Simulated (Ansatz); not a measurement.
A plane-wave DFT run in Ansatz 0.2.0 (scalar-relativistic PAW potentials unless the input names others): input and command.

```yaml
crystal:
  lattice:
    - [2.6234813799, -2.5669048168, 0.0]
    - [2.6234813799, 2.5669048168, 0.0]
    - [0.0, 0.0, 4.141818]
  atoms:
    - { symbol: H, position: [0.95329563, 0.04670437, 0.140940851] }
    - { symbol: H, position: [0.45329563, 0.54670437, 0.43149111] }
    - { symbol: H, position: [0.54670437, 0.45329563, 0.56850889] }
    - { symbol: H, position: [0.04670437, 0.95329563, 0.93149111] }
basis:
  ecutwfc: 420
kpoints:
  mp_grid: { grid: [3, 3, 3] }
hamiltonian:
  xc: lda
scf:
  occupations: { method: fermi_dirac, width: 0.01 }
output:
  forces: true
  eigenvalues: true
  stress: true
```

```bash
ansatz run input.yaml --threads 1 --pin off --max-ram 1228MiB --backend cpu --events-out ev --progress --plain --runs-dir out
```

Abridged log:
```
Pseudopotentials: kind: paw
Pseudopotential: H, paw, valence charge 1, recommended cutoff 420 eV (normal)
Functional definition: SPW92
Crystal: 4 atoms, lattice volume = 55.784 Å³
Basis set: ecut = 420 eV, 1089 PW (Γ)
Bands: 6, of which v1, the nominal top of the filled ones, is band 2 counted from 1 (1 counted from 0)
Symmetry: 2 space group operations
Space group: Cm (ITA 8), of the structure as read, at distance tolerance 3.8e-5 Å
k-points: 10 of 27 (time reversal used)
Initial density: superposition of atomic densities (neutral atoms: chi_scale 0, normalization atom), corrected by the library's trained network
Initial wavefunctions: pseudopotential atomic-orbital guess
Functional: x = slater, c = lda
SCF iter   1: F=—  HF=-61.527235 eV  |F-HF|=—  |Δ(HF+E_count)|=         —  Δρ=7.78e-3  dr2=2.75e-2  ethr=1.77e-3  ⟨swp⟩=3.7  Hψ=478  notcnv=0
SCF iter   2: F=—  HF=-61.518348 eV  |F-HF|=—  |Δ(HF+E_count)|=   8.89e-3  Δρ=2.75e-3  dr2=3.42e-3  ethr=6.89e-4  ⟨swp⟩=1.0  Hψ=140  notcnv=0
SCF iter   3: F=—  HF=-61.517336 eV  |F-HF|=—  |Δ(HF+E_count)|=   1.01e-3  Δρ=2.34e-4  dr2=1.63e-5  ethr=8.55e-5  ⟨swp⟩=2.9  Hψ=112  notcnv=0
SCF iter   4: F=—  HF=-61.517339 eV  |F-HF|=—  |Δ(HF+E_count)|=   3.71e-6  Δρ=3.17e-5  dr2=5.17e-7  ethr=4.07e-7  ⟨swp⟩=1.1  Hψ=61  notcnv=0
SCF iter   5: F=-61.517339 eV  HF=-61.517339 eV  |F-HF|=1.03e-8  |Δ(HF+E_count)|=   1.21e-7  Δρ=6.33e-6  dr2=2.12e-8  ethr=1.29e-8  ⟨swp⟩=2.2  Hψ=72  notcnv=0
SCF iter   6: F=-61.517339 eV  HF=-61.517339 eV  |F-HF|=1.61e-10  |Δ(HF+E_count)|=   5.16e-9  Δρ=7.87e-7  dr2=2.19e-10  ethr=5.31e-10  ⟨swp⟩=2.1  Hψ=183  notcnv=0
SCF 1 converged in 6 iterations: F = -61.517339 eV  dr2 = 2.19e-10
SCF converged after 6 iterations
Free energy (F): -61.517339 eV
Harris-Foulkes:  -61.517339 eV  (|F-HF|=1.61e-10)
Internal energy: -61.517339 eV  (E = F + TS)
E sigma→0 (E₀):  -61.517339 eV
Fermi energy:    -3.794803 eV
--- Forces (eV/Å), atoms counted from 1 ---
  atom   1  H      0.00000000    -1.78600341    -3.26625002
  atom   2  H      0.00000000     0.60398168    -0.72687501
  atom   3  H      0.00000000    -0.60381026     0.73244041
  atom   4  H      0.00000000     1.78583685     3.26068525
--- Stress (GPa, compression-positive) ---
       -0.634519       0.000000       0.000000
        0.000000      -2.381297      -5.458324
        0.000000      -5.458324      -7.581672
  P = ⅓ Tr σ = -3.5325 GPa (-35.325 kbar)
```

Apart from outputs and empty bands, the input differs from a reference run on usual settings in kpoints.mp_grid.grid: [6, 6, 6] → [3, 3, 3]; scf.occupations.method: "gaussian" → "fermi_dirac"; scf.occupations.width: 0.05 → 0.01. The reference, at the same geometry (not necessarily relaxed), gave pressure -3.53 GPa, largest force 3.723 eV/Å, gap on the mesh 6.85 eV. This run converged in 6 SCF iterations (reference: 6) with an energy at zero smearing 0.03 meV/atom below the reference's, pressure -3.53 GPa, largest force 3.723 eV/Å, gap on the mesh 7.36 eV. Its k mesh is looser than usual, yet energy, pressure and forces hardly moved.